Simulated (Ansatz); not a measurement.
TaN:

```
Ta N
1.0
     0.00000    2.21132    2.21132
     2.21132    0.00000    2.21132
     2.21132    2.21132    0.00000
Ta N
1 1
Direct
  0.50000 0.50000 0.50000
  0.00000 0.00000 0.00000
```

The cell comes from a database or a generator and needn't be the stable form of this composition.

Base run:

```yaml
Program: Ansatz 0.2.0
Functional: r2SCAN
Potentials_or_basis: Ansatz PAW
Cutoff: "500 eV (not typed: the program's choice for these potentials)"
k_mesh: 10 × 10 × 10
Occupations: fermi-dirac, width 0.05 eV
Spin: no spin polarisation
Hubbard_terms: Ta d U = 6 eV
```

Its results: band gap on the k mesh none (metal or under the smearing width); pressure -0.1 GPa.

The run is repeated on the same cell with these changes: hubbard terms from Ta d U = 6 eV to none; hubbard projectors from ortho-atomic (the default) to none. What comes out?

Band gap on the k mesh none (metal or under the smearing width); pressure -6.2 GPa.

Caveats: the PAW data sets come from PBE, with cores solved anew for the run's functional, which leaves a small shift of forces and pressure; the density of states is complete only up to the lowest level of the last band computed; U without spin polarisation on a metal has little footing (some runs).
